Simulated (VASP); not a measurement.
Write the native input for VASP 6.6.1 that does the following.

```
Task                               : band structure
Functional                         : PBE-EpsX
Potentials or basis                : VASP PAW PBE potentials, release 64 (Rb_sv, Br)
Cutoff                             : 520 eV
k mesh                             : 4 × 4 × 4
Occupations                        : gaussian, width 0.03 eV
Spin                               : no spin polarisation
Grid for exact exchange (PRECFOCK) : Fast
Exchange at q = 0                  : truncated
Share of exact exchange            : 0.3925
Further INCAR settings             : ALGO = Normal; EDIFF = 1e-06; NBANDS = 15
```

The system is RbBr.

```
Rb Br
1.0
     0.00000    3.42606    3.42606
     3.42606    0.00000    3.42606
     3.42606    3.42606    0.00000
Rb Br
1 1
Direct
  0.00000 0.00000 0.00000
  0.50000 0.50000 0.50000
```

These files were run (other wordings do the same):

POSCAR

```
RbBr                                    
1.0
    0.0000000000      3.4260584456      3.4260584456
    3.4260584456      0.0000000000      3.4260584456
    3.4260584456      3.4260584456     -0.0000000000
  Rb              Br            
     1     1
Direct
     0.0000000000000000    1.0000000000000000    1.0000000000000000
     0.5000000000000000    0.5000000000000000    0.5000000000000000
```

INCAR.step1

```
ALGO     = Normal         # electronic algorithm
EDIFF    = 1E-8           # SCF threshold, eV
ENCUT    = 520            # plane-wave cutoff, eV
GGA      = PE             # functional
ISIF     = 2              # what is computed and relaxed
ISMEAR   = 0              # smearing method
KPAR     = 4            
LASPH    = T              # aspherical terms in the spheres
LCHARG   = F              # write CHGCAR
LEPSILON = T              # dielectric tensor by DFPT
LREAL    = F              # projectors in reciprocal space
LWAVE    = F              # write WAVECAR
NELM     = 80             # most SCF steps
PREC     = Accurate       # precision mode
SIGMA    = 0.03           # smearing width, eV
```

KPOINTS.step1

```
Automatic mesh
0
G
  8 8 8
  0 0 0
```

INCAR.step2

```
ALGO     = Normal         # electronic algorithm
EDIFF    = 1E-5           # SCF threshold, eV
ENCUT    = 520            # plane-wave cutoff, eV
GGA      = PE             # functional
ISIF     = 2              # what is computed and relaxed
ISMEAR   = 0              # smearing method
KPAR     = 4            
LASPH    = T              # aspherical terms in the spheres
LCHARG   = F              # write CHGCAR
LREAL    = F              # projectors in reciprocal space
LWAVE    = T              # write WAVECAR
NBANDS   = 15             # bands
NELM     = 80             # most SCF steps
PREC     = Accurate       # precision mode
SIGMA    = 0.03           # smearing width, eV
```

KPOINTS.step2

```
k-points
0
Gamma
  4 4 4
```

INCAR.step3

```
AEXX     = 0.3925         # exact-exchange fraction
ALGO     = Normal         # electronic algorithm
EDIFF    = 1E-6           # SCF threshold, eV
ENCUT    = 520            # plane-wave cutoff, eV
GGA      = PE             # functional
HFRCUT   = -1           
ISIF     = 2              # what is computed and relaxed
ISMEAR   = 0              # smearing method
ISTART   = 1            
KPAR     = 4            
LASPH    = T              # aspherical terms in the spheres
LCHARG   = F              # write CHGCAR
LHFCALC  = T              # exact exchange
LREAL    = F              # projectors in reciprocal space
LWAVE    = F              # write WAVECAR
NBANDS   = 15             # bands
NELM     = 80             # most SCF steps
PREC     = Accurate       # precision mode
PRECFOCK = Fast         
SIGMA    = 0.03           # smearing width, eV
```

KPOINTS.step3

```
k-points
0
Gamma
  4 4 4
```

KPOINTS_OPT

```
explicit points
6
Reciprocal
 0.0000000000  0.0000000000  0.0000000000 1
 0.3750000000  0.3750000000  0.7500000000 1
 0.5000000000  0.5000000000  0.5000000000 1
 0.6250000000  0.2500000000  0.6250000000 1
 0.5000000000  0.2500000000  0.7500000000 1
 0.5000000000  0.0000000000  0.5000000000 1
```

Potentials or basis: VASP PAW PBE potentials, release 64 (Rb_sv, Br).

Run with:

```bash
$ cat potpaw_PBE.64/Rb_sv/POTCAR potpaw_PBE.64/Br/POTCAR > POTCAR
$ cp INCAR.step1 INCAR
$ cp KPOINTS.step1 KPOINTS
$ mpirun -np 4 vasp_std > vasp.out
$ cp INCAR.step2 INCAR
$ cp KPOINTS.step2 KPOINTS
$ mpirun -np 4 vasp_std > vasp.out
$ cp INCAR.step3 INCAR
$ cp KPOINTS.step3 KPOINTS
$ mpirun -np 4 vasp_std > vasp.out
```

Results of the run:

The pressure is 0.6 GPa and the band gap on the k mesh is 7.34 eV, direct. The band gap along the path is 7.34 eV, direct.

Caveat: the PAW data sets were made with another functional, which shifts forces and pressure a little.

It took 110 s on 4 MPI ranks on Intel(R) Xeon(R) 6975P-C (Granite Rapids) (shared host), peak memory 0.36 GiB a rank.
